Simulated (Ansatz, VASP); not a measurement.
# ZnSe (ZnSe(110)) in two plane-wave programs

One calculation is typed for both programs; each brings its own data sets and cutoff. How far apart do they land? The structure shown is the end of the VASP relaxation below.

Program: Ansatz 0.2.0. Level of theory: plane waves, with VASP 6.6.1 beside it; single point at PBE and band structure at PBE. Results are calculated unless marked as measured.

### 1. The structure

The cell holds 18 atoms: 9 Zn and 9 Se. Its edges and angles: a = 4.055 Å, b = 5.734 Å, c = 32.218 Å, α = 90.0°, β = 90.0°, γ = 90.0°. It derives from ZnSe. As first built, before any earlier steps moved the atoms: 9 layers, cut at this functional's lattice. Vacuum lies along c.

### 2. VASP: relaxation, PBE

This run makes the geometry at which the two programs are then compared.

Lines of VASP's logs that name or quote its potential files are left out, and so is its time.

The input, INCAR:

```
SYSTEM = ZnSe
PREC = Normal
ENCUT = 320
EDIFF = 1E-05
NELM = 120
ISMEAR = 0
SIGMA = 0.03
LREAL = Auto
ALGO = Fast
GGA = PE
NBANDS = 100
LORBIT = 11
LWAVE = .FALSE.
LCHARG = .FALSE.
KPAR = 2
NCORE = 2
IBRION = 2
NSW = 60
ISIF = 2
EDIFFG = -0.03
POTIM = 0.4
MAXMIX = 40
IDIPOL = 3
LDIPOL = .TRUE.
DIPOL = 0.5 0.5 0.5
```

The input, POSCAR:

```
ZnSe
1.0
    4.0545351924      0.0000000000      0.0000000000
    0.0000000000      5.7339786582      0.0000000000
    0.0000000000      0.0000000000     32.2181407696
Zn Se
9 9
Direct
    0.0000000000      0.0000000000      0.2483073100
    0.5000000000      0.5000000000      0.3112304900
    0.0000000000      0.0000000000      0.3741536600
    0.5000000000      0.5000000000      0.4370768300
    0.0000000000      0.0000000000      0.5000000000
    0.5000000000      0.5000000000      0.5629231700
    0.0000000000      0.0000000000      0.6258463400
    0.5000000000      0.5000000000      0.6887695100
    0.0000000000      0.0000000000      0.7516926900
    0.0000000000      0.7500000000      0.3112304900
    0.5000000000      0.2500000000      0.2483073100
    0.0000000000      0.7500000000      0.4370768300
    0.5000000000      0.2500000000      0.3741536600
    0.0000000000      0.7500000000      0.5629231700
    0.5000000000      0.2500000000      0.5000000000
    0.0000000000      0.7500000000      0.6887695100
    0.5000000000      0.2500000000      0.6258463400
    0.5000000000      0.2500000000      0.7516926900
```

The input, KPOINTS:

```
Automatic mesh
0
Gamma
6 4 1
0 0 0
```

Potentials, in the order of the species: Zn and Se (PBE family, release 64).

Run with:

```bash
$ mpirun -np 4 vasp_std
```

Numbers of over 12 decimals in the logs are rounded to 6 here.

The log of the run:

```text
[banner, memory and clock lines left out]
running    4 mpi-ranks, on    1 nodes
 distrk:  each k-point on    2 cores,    2 groups
 distr:  one band on    2 cores,    1 groups

 POSCAR found type information on POSCAR ZnSe
 POSCAR found :  2 types and      18 ions
 LDA part: xc-table for (Slater+PW92), standard interpolation
 POSCAR, INCAR and KPOINTS ok, starting setup
 FFT: planning ... GRIDC
 FFT: planning ... GRID_SOFT
 FFT: planning ... GRID
 WAVECAR not read
 entering main loop
       N       E                     dE             d eps       ncg     rms          rms(c)
DAV:   1     0.978541103161E+03    0.97854E+03   -0.54221E+04  2464   0.110E+03
DAV:   2     0.711201582312E+02   -0.90742E+03   -0.87004E+03  2688   0.292E+02
DAV:   3    -0.501823145524E+02   -0.12130E+03   -0.12025E+03  2728   0.114E+02
DAV:   4    -0.555778108407E+02   -0.53955E+01   -0.53699E+01  2760   0.222E+01
DAV:   5    -0.557055385882E+02   -0.12773E+00   -0.12761E+00  2744   0.310E+00    0.134E+01
RMM:   6    -0.526417012270E+02    0.30638E+01   -0.79066E+00  2400   0.105E+01    0.105E+01
RMM:   7    -0.523621263706E+02    0.27957E+00   -0.31109E+00  2400   0.567E+00    0.315E+00
RMM:   8    -0.523977819293E+02   -0.35656E-01   -0.52109E-01  2419   0.219E+00    0.144E+00
RMM:   9    -0.523772202169E+02    0.20562E-01   -0.12362E-01  2400   0.150E+00    0.753E-01
RMM:  10    -0.523759815290E+02    0.12387E-02   -0.27412E-02  2403   0.780E-01    0.189E-01
RMM:  11    -0.523776613128E+02   -0.16798E-02   -0.59432E-03  2406   0.229E-01    0.175E-01
RMM:  12    -0.523776043809E+02    0.56932E-04   -0.18394E-03  2442   0.183E-01    0.443E-02
RMM:  13    -0.523777019622E+02   -0.97581E-04   -0.41363E-04  2441   0.557E-02    0.257E-02
RMM:  14    -0.523779116386E+02   -0.20968E-03   -0.97449E-05  2370   0.341E-02    0.248E-02
RMM:  15    -0.523779297544E+02   -0.18116E-04   -0.20667E-05  1508   0.146E-02    0.103E-02
RMM:  16    -0.523780763852E+02   -0.14663E-03   -0.33367E-05  1640   0.119E-02    0.706E-03
RMM:  17    -0.523781032162E+02   -0.26831E-04   -0.51637E-06  1434   0.542E-03    0.749E-03
RMM:  18    -0.523781225591E+02   -0.19343E-04   -0.42538E-06  1436   0.604E-03    0.137E-03
RMM:  19    -0.523781260502E+02   -0.34910E-05   -0.16227E-06  1316   0.389E-03
   1 F= -.52378126E+02 E0= -.52378126E+02  d E =-.523781E+02
[... from here on, the cycles between the ionic steps are left out ...]
   2 F= -.52613205E+02 E0= -.52613205E+02  d E =-.235079E+00
  10 F= -.53349099E+02 E0= -.53349099E+02  d E =-.946643E-02
  11 F= -.53352360E+02 E0= -.53352360E+02  d E =-.127268E-01
  12 F= -.53358188E+02 E0= -.53358188E+02  d E =-.582834E-02
  13 F= -.53359233E+02 E0= -.53359233E+02  d E =-.687299E-02
  14 F= -.53359359E+02 E0= -.53359359E+02  d E =-.699903E-02
  15 F= -.53360892E+02 E0= -.53360892E+02  d E =-.153360E-02
  16 F= -.53360950E+02 E0= -.53360950E+02  d E =-.159160E-02
  17 F= -.53362097E+02 E0= -.53362097E+02  d E =-.114634E-02
  18 F= -.53362306E+02 E0= -.53362306E+02  d E =-.135528E-02
 curvature:  -6.74 expect dE=-0.307E-02 dE for cont linesearch -0.151E-04
 trial: gam= 1.07481 g(F)=  0.455E-03 g(S)=  0.000E+00 ort =-0.459E-04 (trialstep = 0.269E+01)
 search vector abs. value=  0.144E-02
 bond charge predicted
       N       E                     dE             d eps       ncg     rms          rms(c)
DAV:   1    -0.533617761266E+02    0.52270E-03   -0.12245E+00  2488   0.356E+00    0.196E-01
RMM:   2    -0.533623582015E+02   -0.58207E-03   -0.11720E-02  2400   0.336E-01    0.125E-01
RMM:   3    -0.533625380440E+02   -0.17984E-03   -0.15965E-03  2400   0.133E-01    0.571E-02
RMM:   4    -0.533628144598E+02   -0.27642E-03   -0.27733E-04  2404   0.563E-02    0.401E-02
RMM:   5    -0.533628933188E+02   -0.78859E-04   -0.86244E-05  2124   0.291E-02    0.266E-02
RMM:   6    -0.533629559590E+02   -0.62640E-04   -0.20525E-05  1527   0.152E-02    0.259E-02
RMM:   7    -0.533629747657E+02   -0.18807E-04   -0.75075E-06  1454   0.808E-03    0.257E-02
RMM:   8    -0.533630004117E+02   -0.25646E-04   -0.47086E-06  1402   0.487E-03    0.243E-02
RMM:   9    -0.533630185593E+02   -0.18148E-04   -0.32502E-06  1066   0.335E-03    0.207E-02
RMM:  10    -0.533630274845E+02   -0.89252E-05   -0.16053E-06   746   0.251E-03
  19 F= -.53363027E+02 E0= -.53363027E+02  d E =-.721783E-03
 trial-energy change:   -0.000722  1 .order   -0.000689   -0.001094   -0.000284
 step:   3.6378(harm=  3.6378)  dis= 0.00748  next Energy=   -53.363044 (dE=-0.739E-03)
 reached required accuracy - stopping structural energy minimisation
```

Parts of OUTCAR (step 2):

```text
ion  position               nearest neighbor table
   1  0.000  0.000  0.248-  11 2.48  11 2.48  10 2.48
   2  0.500  0.500  0.311-  13 2.48  10 2.48  10 2.48  11 2.48
   3  0.000  0.000  0.374-  10 2.48  12 2.48  13 2.48  13 2.48
   4  0.500  0.500  0.437-  15 2.48  13 2.48  12 2.48  12 2.48
   5  0.000  0.000  0.500-  12 2.48  14 2.48  15 2.48  15 2.48
   6  0.500  0.500  0.563-  15 2.48  17 2.48  14 2.48  14 2.48
   7  0.000  0.000  0.626-  16 2.48  14 2.48  17 2.48  17 2.48
   8  0.500  0.500  0.689-  17 2.48  16 2.48  16 2.48  18 2.48
   9  0.000  0.000  0.752-  18 2.48  18 2.48  16 2.48
  10  0.000  0.750  0.311-   3 2.48   2 2.48   2 2.48   1 2.48
  11  0.500  0.250  0.248-   1 2.48   1 2.48   2 2.48
  12  0.000  0.750  0.437-   5 2.48   3 2.48   4 2.48   4 2.48
  13  0.500  0.250  0.374-   2 2.48   4 2.48   3 2.48   3 2.48
  14  0.000  0.750  0.563-   5 2.48   7 2.48   6 2.48   6 2.48
  15  0.500  0.250  0.500-   4 2.48   6 2.48   5 2.48   5 2.48
  16  0.000  0.750  0.689-   7 2.48   8 2.48   8 2.48   9 2.48
  17  0.500  0.250  0.626-   8 2.48   6 2.48   7 2.48   7 2.48
  18  0.500  0.250  0.752-   9 2.48   9 2.48   8 2.48

  LATTYP: Found a simple orthorhombic cell.
 ALAT       =     4.0545351924
 B/A-ratio  =     1.4142135624
 C/A-ratio  =     7.9461983287

 Subroutine GETGRP returns: Found  4 space group operations
 (whereof  4 operations were pure point group operations)

The static configuration has the point symmetry C_2v.

 Found     12 irreducible k-points:

   k-points           NKPTS =     12   k-points in BZ     NKDIM =     12   number of bands    NBANDS=    100

   dimension x,y,z NGX =    18 NGY =   28 NGZ =  144
   dimension x,y,z NGXF=    36 NGYF=   56 NGZF=  288

   ENCUT  =  320.0 eV  23.52 Ry    4.85 a.u.   5.91  8.36 46.99*2*pi/ulx,y,z

   NELECT =     162.0000    total number of electrons

 k-points in reciprocal lattice and weights: Automatic mesh
   0.00000000  0.00000000  0.00000000       0.042
   0.16666667  0.00000000  0.00000000       0.083
   0.33333333  0.00000000  0.00000000       0.083
   0.50000000  0.00000000  0.00000000       0.042
   0.00000000  0.25000000  0.00000000       0.083
   0.16666667  0.25000000  0.00000000       0.167
   0.33333333  0.25000000  0.00000000       0.167
   0.50000000  0.25000000  0.00000000       0.083
   0.00000000  0.50000000  0.00000000       0.042
   0.16666667  0.50000000  0.00000000       0.083
   0.33333333  0.50000000  0.00000000       0.083
   0.50000000  0.50000000  0.00000000       0.042

 dipolmoment           0.000000      0.000000      0.000000 electrons x Angstroem

 average (electrostatic) potential at core
       1 -40.4037       2 -40.2878       3 -40.3252       4 -40.3156       5 -40.3119
       6 -40.3156       7 -40.3252       8 -40.2878       9 -40.4037      10 -59.2739
      11 -58.9044      12 -59.2254      13 -59.2078      14 -59.2254      15 -59.2151
      16 -59.2739      17 -59.2078      18 -58.9044

 E-fermi :  -1.5689

 k-point     1 :       0.0000    0.0000    0.0000
  band No.  band energies     occupation
    ...
     77      -1.9404      2.00000
     78      -1.9299      2.00000
     79      -1.8395      2.00000
     80      -1.7840      2.00000
     81      -1.7192      2.00000
     82      -0.2615      0.00000
     83       0.3915      0.00000
     84       1.0354      0.00000
     85       1.4055      0.00000
     86       1.5366      0.00000
    ...

 k-point     2 :       0.1667    0.0000    0.0000
  band No.  band energies     occupation
    ...
     77      -2.5788      2.00000
     78      -2.3765      2.00000
     79      -2.3379      2.00000
     80      -2.1360      2.00000
     81      -1.9945      2.00000
     82       0.7466      0.00000
     83       1.1875      0.00000
     84       1.6447      0.00000
     85       1.8028      0.00000
     86       2.0186      0.00000
    ...

 k-point     3 :       0.3333    0.0000    0.0000
  band No.  band energies     occupation
    ...
     77      -3.0523      2.00000
     78      -2.9420      2.00000
     79      -2.7888      2.00000
     80      -2.5501      2.00000
     81      -2.2324      2.00000
     82       1.3618      0.00000
     83       1.4107      0.00000
     84       1.7808      0.00000
     85       1.9157      0.00000
     86       2.0351      0.00000
    ...

  Total       -1.1669171     -0.5733418     -0.5943681      0.0000000      0.0000000      0.0000000
  in kB       -2.4960481     -1.2263842     -1.2713597      0.0000000      0.0000000      0.0000000
  external PRESSURE =      -1.6645974 kB  Pullay stress =       0.0000000 kB

  energy-cutoff  :      320.00
  volume of cell :      749.03
      direct lattice vectors                 reciprocal lattice vectors
     4.054535192  0.000000000  0.000000000     0.246637396  0.000000000  0.000000000
     0.000000000  5.733978658  0.000000000     0.000000000  0.174398975  0.000000000
     0.000000000  0.000000000 32.218140770     0.000000000  0.000000000  0.031038414

 POSITION                                       TOTAL-FORCE (eV/Angst)
 -----------------------------------------------------------------------------------
      0.00000      0.32634      8.46013        -0.000000      0.012463     -0.000118
      2.02727      2.77406      9.88797        -0.000000      0.009890      0.009817
      4.05454      5.68841     12.07157        -0.000000     -0.015260     -0.004088
      2.02727      2.82093     14.04825         0.000000      0.006791      0.021626
      0.00000      5.71212     16.10907        -0.000000     -0.002263      0.000000
      2.02727      2.82093     18.16989         0.000000      0.006791     -0.021626
      0.00000      5.68841     20.14657        -0.000000     -0.015260      0.004088
      2.02727      2.77406     22.33017        -0.000000      0.009890     -0.009817
      0.00000      0.32634     23.75801        -0.000000      0.012463      0.000118
      0.00000      4.22211     10.03938        -0.000000      0.009326      0.001953
      2.02727      1.46783      7.80146        -0.000000     -0.012147      0.009852
      0.00000      4.26143     14.08889        -0.000000     -0.016611     -0.012847
      2.02727      1.39733     12.00687        -0.000000      0.007438      0.014789
      0.00000      4.26143     18.12925        -0.000000     -0.016611      0.012847
      2.02727      1.41029     16.10907        -0.000000     -0.001519      0.000000
      0.00000      4.22211     22.17876        -0.000000      0.009326     -0.001953
      2.02727      1.39733     20.21127        -0.000000      0.007438     -0.014789
      2.02727      1.46783     24.41668        -0.000000     -0.012147     -0.009852
 -----------------------------------------------------------------------------------
    total drift:                                0.000000      0.002795      0.000052

  FREE ENERGIE OF THE ION-ELECTRON SYSTEM (eV)
  ---------------------------------------------------
  free  energy   TOTEN  =       -53.3630274845 eV

  energy  without entropy=      -53.3630274845  energy(sigma->0) =      -53.36302748

 reached required accuracy - stopping structural energy minimisation

 vacuum level on the upper side and lower side of the slab         3.801         3.801

 total charge
# of ion       s       p       d       tot
------------------------------------------
    1        0.570   0.383   9.767  10.720
    2        0.525   0.415   9.774  10.714
    3        0.526   0.418   9.775  10.719
    4        0.525   0.414   9.775  10.714
    5        0.527   0.419   9.775  10.721
    6        0.525   0.414   9.775  10.714
    7        0.526   0.418   9.775  10.719
    8        0.525   0.415   9.774  10.714
    9        0.570   0.383   9.767  10.720
   10        1.439   2.405   0.028   3.872
   11        1.455   2.359   0.025   3.840
   12        1.438   2.406   0.027   3.872
   13        1.439   2.398   0.026   3.864
   14        1.438   2.406   0.027   3.872
   15        1.439   2.403   0.027   3.868
   16        1.439   2.405   0.028   3.872
   17        1.439   2.398   0.026   3.864
   18        1.455   2.359   0.025   3.840
--------------------------------------------------
tot         17.803  25.220  88.195 131.218

[... 3 further parts left out ...]
```

The run keeps the 4 symmetry operations of its start, so it cannot find a distortion of lower symmetry.

[end of part 1 of 3]

[Lines on the potential files, build, host, timing and source positions are cut from VASP's logs without a mark.]

[Logs are printed without paths, hosts, clocks, repeated set-up lines and the standing remarks that a program may print on its own settings, such as how far it seeks lower states.]

[Hosts, paths, dates, database ids (printed as entryN), source tags and the programs' standing remarks are cut or masked in the printed files.]
